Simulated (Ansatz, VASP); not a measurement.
## TiB2 in VASP and in Ansatz

The input INCAR:

```
SYSTEM = TiB2
ALGO = Fast
EDIFF = 1E-6
EDIFFG = -0.005
ENCUT = 600
IBRION = 2
ISIF = 3
ISMEAR = 0
LASPH = .True.
LCHARG = .False.
LREAL = .False.
LWAVE = .False.
NELM = 100
NSW = 100
PREC = Accurate
SIGMA = 0.1
```

KPOINTS

```
k-points
0
Gamma
  18 18 14
  0 0 0
```

File POSCAR:

```
TiB2
1.0
    2.9951377443      0.0000000000      0.0000000000
   -1.4975688721      2.5938653744      0.0000000000
    0.0000000000      0.0000000000      3.1574986385
Ti B
1 2
Direct
    0.0000000000      0.0000000000      0.0000000000
    0.3333333333      0.6666666667      0.5000000000
    0.6666666667      0.3333333333      0.5000000000
```

Input for Ansatz:

```yaml
crystal:
  lattice:
    - [2.9951377443, 0.0, 0.0]
    - [-1.4975688721, 2.5938653744, 0.0]
    - [0.0, 0.0, 3.1574986385]
  atoms:
    - { symbol: Ti, position: [0.0, 0.0, 0.0] }
    - { symbol: B, position: [0.3333333333, 0.6666666667, 0.5] }
    - { symbol: B, position: [0.6666666667, 0.3333333333, 0.5] }
basis:
  ecutwfc: 420
kpoints:
  mp_grid: { grid: [18, 18, 14] }
hamiltonian:
  xc: lda
scf:
  occupations: { method: gaussian, width: 0.1 }
output:
  forces: true
  stress: true
  eigenvalues: true
relax:
  adjacent_minimum: "off"
  f_tol: 0.005
  max_steps: 80
  cell: { stress_tol: 0.05 }
```

Alike in both runs: task relaxation of cell and atoms; functional LDA; k mesh 18 × 18 × 14; occupations gaussian, width 0.1 eV; no spin polarisation.

|  | VASP | Ansatz |
| --- | --- | --- |
| version | VASP 6.6.1 | Ansatz 0.2.0 |
| potentials or method | VASP PAW LDA potentials, release 64 (Ti_sv, B) | scalar-relativistic, plane waves, PAW |
| plane-wave cutoff (eV) | 600 | 420 |
| valence electrons in the cell | 18 | 18 |

Ansatz gave:

```
gap on the k mesh at the Fermi level, each at its own relaxed structure (eV) : none
relaxed volume (Å³/atom)                                                     : 8.18
relaxed cell length with the largest relative difference (Å)                 : 3.160
```

Q: Which values does VASP return?

A: gap on the k mesh at the Fermi level, each at its own relaxed structure (eV): none; relaxed volume (Å³/atom): 8.19; relaxed cell length with the largest relative difference (Å): 3.163.

A gap of «none» marks a metal or a gap that the smearing closes.
